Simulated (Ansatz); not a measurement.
The system is PbS.

```
Pb S
1.0
     2.07995   -5.99130    0.00000
     2.07995    5.99130    0.00000
     0.00000    0.00000    4.27932
Pb S
2 2
Direct
  0.13056 0.86944 0.25000
  0.86944 0.13056 0.75000
  0.35480 0.64520 0.25000
  0.64520 0.35480 0.75000
```

Measurements of this composition are mostly on another form, of space group No. 225.

Base run:

```yaml
Program: Ansatz 0.2.0
Functional: m-r2SCAN
Potentials_or_basis: Ansatz PAW
Cutoff: "500 eV (not typed: the program's choice for these potentials)"
k_mesh: 7 × 7 × 6
Occupations: fermi-dirac, width 0.05 eV
Spin: no spin polarisation
```

Its results: band gap on the k mesh 1.53 eV, indirect (least direct gap 1.79 eV); pressure -0.1 GPa; largest force 0.038 eV/Å.

The run is repeated on the same cell with these changes: functional from m-r2SCAN to PBE; cutoff from 500 eV (not typed: the program's choice for these potentials) to 500 eV. What comes out?

Band gap on the k mesh 1.25 eV, indirect (least direct gap 1.43 eV); pressure 1.1 GPa; largest force 0.101 eV/Å.

m-r2SCAN gives the wider gap, since meta-GGAs in the generalised Kohn-Sham scheme recover part of the derivative discontinuity.

Caveats: spin-orbit coupling is left out, which as a rule narrows the gap of such compounds by several tenths of an eV; the k mesh misses the band edges, so the gap on the mesh is wider than the one along the path (some runs); the PAW data sets come from PBE, with cores solved anew for the run's functional, which leaves a small shift of forces and pressure (some runs); odd divisions of the mesh miss points on the zone boundary, where band edges often lie, so the gap on the mesh can be too wide (some runs).
